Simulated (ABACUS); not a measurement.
The system is Rh.

```
CELL_PARAMETERS angstrom
0.00000 1.89785 1.89785
1.89785 0.00000 1.89785
1.89785 1.89785 0.00000
ATOMIC_POSITIONS crystal
Rh 0.00000 0.00000 0.00000
```

Base run:

```yaml
Program: ABACUS 3.10.1
Functional: SOGGA
Potentials_or_basis: PseudoDojo NC SR 0.4.1 PBE standard
Cutoff: 1211 eV
Density_cutoff: 4844 eV
Basis: plane waves
k_mesh: 10 × 10 × 10
Occupations: fermi-dirac, width 0.05 eV
Spin: no spin polarisation
```

Its results: band gap on the k mesh none (metal or under the smearing width); pressure -6.0 GPa.

Question: The run is repeated on the same cell with these changes: functional from SOGGA to RPBE. What comes out?

Answer: Band gap on the k mesh none (metal or under the smearing width); pressure 12.5 GPa.

RPBE binds less tightly than SOGGA, so the same cell stands under more pressure.

Caveats: the potentials were made for another functional, which shifts forces and pressure.

Not every run made on this cell is shown here.
